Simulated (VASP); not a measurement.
Ga2O3:

```
CELL_PARAMETERS angstrom
6.13721 -1.52457 0.00776
6.13721 1.52457 0.00776
-1.38570 0.00000 5.64395
ATOMIC_POSITIONS crystal
Ga 0.09045 0.09045 0.79517
Ga 0.90955 0.90955 0.20483
Ga 0.65871 0.65871 0.31416
Ga 0.34129 0.34129 0.68584
O 0.16521 0.16521 0.10931
O 0.83479 0.83479 0.89069
O 0.17321 0.17321 0.56283
O 0.82679 0.82679 0.43717
O 0.49624 0.49624 0.25600
O 0.50376 0.50376 0.74400
```

Base run:

| Quantity | Value |
| --- | --- |
| Program | VASP 6.6.1 |
| Functional | PBEsol |
| Potentials or basis | VASP PAW PBE potentials, release 64 (Ga_d, O) |
| Cutoff | 520 eV |
| k mesh | 10 × 10 × 6 |
| Occupations | gaussian, width 0.03 eV |
| Spin | no spin polarisation |

Its results: band gap on the k mesh 2.22 eV, indirect (least direct gap 2.24 eV); pressure 0.2 GPa; largest force 0.004 eV/Å.

Question: The run is repeated on the same cell with these changes: functional from PBEsol to r2SCAN. What comes out?

Answer: Band gap on the k mesh 2.95 eV, indirect (least direct gap 2.98 eV); pressure 0.4 GPa; largest force 0.085 eV/Å.

r2SCAN gives the wider gap, since meta-GGAs in the generalised Kohn-Sham scheme recover part of the derivative discontinuity.

Caveats: the PAW data sets were made with another functional, which shifts forces and pressure a little.
